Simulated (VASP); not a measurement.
# C (R-3m) in VASP: Born charges and dielectric tensor with LDA

Aim: the Born charges and dielectric tensor of C with LDA.

Everything below comes from runs of VASP 6.6.1. Logs are shortened: lines on timing, memory, paths and dates and some standing lists are left out, and cuts for length are marked.

## Step 1: The crystal as given

It takes space group R-3m (No. 166, trigonal). The conventional cell has a = 2.448 Å, b = 2.448 Å, c = 19.744 Å, α = 90.00°, β = 90.00°, γ = 120.00°. C (site symmetry 3m) is surrounded by 3 C at 1.41 Å. C (site symmetry 3m) is surrounded by 3 C at 1.41 Å.

This isn't the form of C at room conditions, which is graphite.

## Step 2: Born charges and dielectric tensor, LDA

INCAR reads:

```
PREC     = Accurate       # precision mode
ENCUT    = 520            # plane-wave cutoff, eV
EDIFF    = 1E-8           # SCF threshold, eV
ISMEAR   = 0              # smearing method
SIGMA    = 0.02           # smearing width, eV
LREAL    = F              # projectors in reciprocal space
LASPH    = T              # aspherical terms in the spheres
NELM     = 80             # most SCF steps
ALGO     = Fast           # electronic algorithm
ISIF     = 2              # what is computed and relaxed
LWAVE    = F              # write WAVECAR
LCHARG   = F              # write CHGCAR
LEPSILON = T              # dielectric tensor by DFPT
IBRION   = 8              # ionic algorithm
NSW      = 1              # ionic steps
KPAR     = 4
```

KPOINTS reads:

```
Automatic mesh
0
Gamma
  6 6 6
```

POSCAR reads:

```
C                                       
1.0
    1.2240250805      0.7066912082      6.5814898734
   -1.2240250805      0.7066912082      6.5814898734
    0.0000000000     -1.4133824165      6.5814898734
  C             
     4
Direct
     0.9166577426243278    0.9166577426243278    0.9166577426243278
     0.2499389563864774    0.2499389563864774    0.2499389563864774
     0.7500610436135227    0.7500610436135227    0.7500610436135227
     0.0833422573756723    0.0833422573756723    0.0833422573756723
```

Potentials or basis: VASP PAW LDA potentials, release 64 (C).

Launch:

```
cat potpaw_LDA.64/C/POTCAR > POTCAR
mpirun -np 4 vasp_std > vasp.out
```

OUTCAR:

```text
PREC = Accurate
   ENCUT = 520
   EDIFF = 1E-8
   ISMEAR = 0
   LREAL = F
   LASPH = T
   NELM = 80
   ISIF = 2
   LEPSILON = T
   IBRION = 8
   NSW = 1

 ion  position               nearest neighbor table
   1  0.917  0.917  0.917-   2 1.41   2 1.41   2 1.41
   2  0.250  0.250  0.250-   1 1.41   1 1.41   1 1.41
   3  0.750  0.750  0.750-   4 1.41   4 1.41   4 1.41
   4  0.083  0.083  0.083-   3 1.41   3 1.41   3 1.41

  LATTYP: Found a trigonal (rhomboedric) cell.
 ALAT       =     6.7315420830
 COS(alpha) =     0.9338725924

  Lattice vectors:

 A1 = (   1.2240250805,   0.7066912082,   6.5814898734)
 A2 = (  -1.2240250805,   0.7066912082,   6.5814898734)
 A3 = (   0.0000000000,  -1.4133824165,   6.5814898734)

Analysis of symmetry for initial positions (statically):
=====================================================================
 Subroutine PRICEL returns:
 Original cell was already a primitive cell.

 Routine SETGRP: Setting up the symmetry group for a
 trigonal (rhombohedral) supercell.

 Subroutine GETGRP returns: Found 12 space group operations
 (whereof 12 operations were pure point group operations)
 out of a pool of 12 trial point group operations.

The static configuration has the point symmetry D_3d.

Analysis of symmetry for dynamics (positions and initial velocities):
=====================================================================
 Subroutine PRICEL returns:
 Original cell was already a primitive cell.

 Routine SETGRP: Setting up the symmetry group for a
 trigonal (rhombohedral) supercell.

 Subroutine GETGRP returns: Found 12 space group operations
 (whereof 12 operations were pure point group operations)
 out of a pool of 12 trial point group operations.

The dynamic configuration has the point symmetry D_3d.

 Subroutine INISYM returns: Found 12 space group operations
 (whereof 12 operations are pure point group operations),
 and found     1 'primitive' translations

----------------------------------------------------------------------------------------

                                     Primitive cell

  volume of cell :      34.1582

  direct lattice vectors                    reciprocal lattice vectors
     1.224025080  0.706691208  6.581489873     0.408488362  0.235840866  0.050647094
    -1.224025080  0.706691208  6.581489873    -0.408488362  0.235840866  0.050647094
     0.000000000 -1.413382416  6.581489873     0.000000000 -0.471681732  0.050647094

  length of vectors
     6.731542083  6.731542083  6.731542083     0.474393069  0.474393069  0.474393070

  position of ions in fractional coordinates (direct lattice)
     0.916657743  0.916657743  0.916657743
     0.249938956  0.249938956  0.249938956
     0.750061044  0.750061044  0.750061044
     0.083342257  0.083342257  0.083342257

  ion indices of the primitive-cell ions
   primitive index   ion index
                 1           1
                 2           2
                 3           3
                 4           4

----------------------------------------------------------------------------------------
[... 560 lines left out ...]

--------------------------------------- Ionic step        7  -------------------------------------------

------------------------ aborting loop because EDIFF is reached ----------------------------------------

[... ionic steps 8 to 8 ...]

--------------------------------------- Ionic step        9  -------------------------------------------

 Free energy of the ion-electron system (eV)
  ---------------------------------------------------
  ---------------------------------------------------
  free energy    TOTEN  =        -0.13744985 eV

  energy without entropy =       -0.13744985

------------------------ aborting loop because EDIFF is reached ----------------------------------------

 INTERNAL STRAIN TENSOR  FOR ION    2  DIRECTION 3   (eV/Angst):
 -----------------------------------------------------------------------------
     0.06027 -0.00000  0.00000
     0.00000  0.06027  0.00000
     0.00000  0.00000 -0.14844

 MACROSCOPIC STATIC DIELECTRIC TENSOR (including local field effects in DFT)
 ------------------------------------------------------
          19.853819     0.000000     0.000000
          -0.000000    19.853819    -0.000000
           0.000000    -0.000000    13.367591
 ------------------------------------------------------

 PIEZOELECTRIC TENSOR (including local field effects)  for field in x, y, z        (e  Angst)
          XX          YY          ZZ          XY          YZ          ZX
  --------------------------------------------------------------------------------
  x     0.00000     0.00000     0.00000     0.00000     0.00000     0.00000
  y     0.00000     0.00000     0.00000     0.00000     0.00000     0.00000
  z     0.00000     0.00000     0.00000     0.00000     0.00000     0.00000

 PIEZOELECTRIC TENSOR (including local field effects)  for field in x, y, z        (C/m^2)
          XX          YY          ZZ          XY          YZ          ZX
  --------------------------------------------------------------------------------
  x     0.00000     0.00000     0.00000     0.00000     0.00000     0.00000
  y     0.00000     0.00000     0.00000     0.00000     0.00000     0.00000
  z     0.00000     0.00000     0.00000     0.00000     0.00000     0.00000

 BORN EFFECTIVE CHARGES (including local field effects) (in |e|, cummulative output)
 ---------------------------------------------------------------------------------
 ion    1
    1     0.05845     0.00000     0.00000
    2     0.00000     0.05845    -0.00000
    3     0.00000    -0.00000     0.05327
 ion    2
    1    -0.05845     0.00000     0.00000
    2     0.00000    -0.05845     0.00000
    3    -0.00000     0.00000    -0.05327
 ion    3
    1    -0.05845     0.00000     0.00000
    2     0.00000    -0.05845     0.00000
    3     0.00000     0.00000    -0.05327
 ion    4
    1     0.05845     0.00000     0.00000
    2     0.00000     0.05845    -0.00000
    3     0.00000    -0.00000     0.05327

 INTERNAL STRAIN TENSOR FOR ION    4 for displacements in x,y,z  (eV/Angst):
          X           Y           Z          XY          YZ          ZX
  --------------------------------------------------------------------------------
  x     0.00000     0.00000     0.00000    15.16492     0.00000     0.01728
  y    15.16492   -15.16492    -0.00000     0.00000     0.01611     0.00000
  z    -0.09018    -0.09018     0.38452     0.00000    -0.00000     0.00000

 SECOND DERIVATIVES (NOT SYMMETRIZED)
 ------------------------------------
               1X          1Y          1Z          2X          2Y          2Z          3X          3Y          3Z          4X          4Y          4Z
  1X   -53.020690    0.000000    0.000000   53.020099    0.000000    0.000000   -5.154728    0.000000   -0.000000    5.155319    0.000000   -0.000000
  1Y    -0.000000  -53.020690    0.000000    0.000000   53.020099   -0.000000    0.000000   -5.154728   -0.000000    0.000000    5.155319   -0.000000
  1Z     0.000000    0.000000  -17.183313    0.000000   -0.000000   16.927444    0.000000   -0.000000    0.091016    0.000000   -0.000000    0.164854
  2X    53.020787    0.000000    0.000000  -53.019992    0.000000    0.000000    5.152776    0.000000    0.000000   -5.153571    0.000000    0.000000
  2Y     0.000000   53.020787   -0.000000   -0.000000  -53.019992    0.000000    0.000000    5.152776   -0.000000    0.000000   -5.153571   -0.000000
  2Z     0.000000   -0.000000   16.926758    0.000000    0.000000  -17.363854    0.000000   -0.000000    0.345549    0.000000   -0.000000    0.091547
  3X    -5.153571    0.000000    0.000000    5.152776    0.000000    0.000000  -53.019992    0.000000    0.000000   53.020787    0.000000    0.000000
  3Y     0.000000   -5.153571   -0.000000    0.000000    5.152776   -0.000000   -0.000000  -53.019992    0.000000    0.000000   53.020787   -0.000000
  3Z     0.000000   -0.000000    0.091547    0.000000   -0.000000    0.345549    0.000000    0.000000  -17.363854    0.000000   -0.000000   16.926758
  4X     5.155319    0.000000   -0.000000   -5.154728    0.000000   -0.000000   53.020099    0.000000    0.000000  -53.020690    0.000000    0.000000
  4Y     0.000000    5.155319   -0.000000    0.000000   -5.154728   -0.000000    0.000000   53.020099   -0.000000   -0.000000  -53.020690    0.000000
  4Z     0.000000   -0.000000    0.164854    0.000000   -0.000000    0.091016    0.000000   -0.000000   16.927444    0.000000    0.000000  -17.183313

 Eigenvectors and eigenvalues of the dynamical matrix
 ----------------------------------------------------

   1 f  =   48.656676 THz   305.718911 2PiTHz 1623.012004 cm-1   201.227752 meV
             X         Y         Z           dx          dy          dz
      0.000000 -0.000000 18.098921    -0.500007   -0.000000    0.000000
      0.000000 -0.000000  4.934912     0.499993    0.000000    0.000000
      0.000000 -0.000000 14.809557    -0.499993   -0.000000   -0.000000
      0.000000 -0.000000  1.645549     0.500007    0.000000   -0.000000
[... 71 lines left out ...]
  12 f/i=    0.064522 THz     0.405401 2PiTHz    2.152210 cm-1     0.266840 meV
             X         Y         Z           dx          dy          dz
      0.000000 -0.000000 18.098921     0.499991    0.001549   -0.000000
      0.000000 -0.000000  4.934912     0.500005    0.001549   -0.000000
      0.000000 -0.000000 14.809557    -0.500005   -0.001549   -0.000000
      0.000000 -0.000000  1.645549    -0.499991   -0.001549   -0.000000

--------------------------------------------------------------------------------------------------------

 MACROSCOPIC STATIC DIELECTRIC TENSOR IONIC CONTRIBUTION
 ------------------------------------------------------
           0.000756    -0.000000    -0.000000
          -0.000000     0.000756    -0.000000
          -0.000000    -0.000000     0.001767
 ------------------------------------------------------

 ELASTIC MODULI CONTR FROM IONIC RELAXATION (kBar)
 Direction    XX          YY          ZZ          XY          YZ          ZX
 --------------------------------------------------------------------------------
 XX        -374.0383    370.9610      5.4628      0.0000     -2.3294      0.0000
 YY         370.9610   -374.0383      5.4628     -0.0000      2.3294      0.0000
 ZZ           5.4628      5.4628    -19.4182     -0.0000      0.0000     -0.0000
 XY           0.0000     -0.0000     -0.0000   -372.4996     -0.0000     -2.2261
 YZ          -2.3294      2.3294      0.0000     -0.0000     -0.0146     -0.0000
 ZX           0.0000      0.0000     -0.0000     -2.2261     -0.0000     -0.0133
 --------------------------------------------------------------------------------

 PIEZOELECTRIC TENSOR IONIC CONTR  for field in x, y, z        (C/m^2)
          XX          YY          ZZ          XY          YZ          ZX
  --------------------------------------------------------------------------------
  x    -0.00000    -0.00000     0.00000    -0.00000    -0.00000    -0.00000
  y     0.00000    -0.00000    -0.00000    -0.00000     0.00000    -0.00000
  z     0.00000    -0.00000     0.00000    -0.00000     0.00000    -0.00000
```

Wall time 14 min (4 MPI ranks of AMD EPYC 7R13 (Zen 3), shared host); peak memory 0.38 GiB.

Results:

```
Band gap on the k mesh                  : 0.47 eV, direct
Electronic dielectric tensor (diagonal) : 19.85, 19.85, 13.37
Born charges (mean of the diagonal)     : C +0.06, -0.06 e
Highest phonon frequency at Γ           : 1623 cm⁻¹
```

Phonon frequencies in cm⁻¹ (negative: imaginary):
| q point | frequencies |
| --- | --- |
| (0.000, 0.000, 0.000) | -2 -2 0 0 0 125 878 882 1472 1472 1623 1623 |

Electronic dielectric tensor:
```
19.85  0.00  0.00
 0.00 19.85  0.00
 0.00  0.00 13.37
```

Born effective charge tensors (e):
atom 1, C
```
0.06 0.00 0.00
0.00 0.06 0.00
0.00 0.00 0.05
```
atom 2, C
```
-0.06  0.00  0.00
 0.00 -0.06  0.00
 0.00  0.00 -0.05
```
atom 3, C
```
-0.06  0.00  0.00
 0.00 -0.06  0.00
 0.00  0.00 -0.05
```
atom 4, C
```
0.06 0.00 0.00
0.00 0.06 0.00
0.00 0.00 0.05
```

Caveat: the k mesh is coarse (spacing up to 0.50 Å⁻¹), so the values aren't converged; the gap is small at this level, which inflates the dielectric constant.
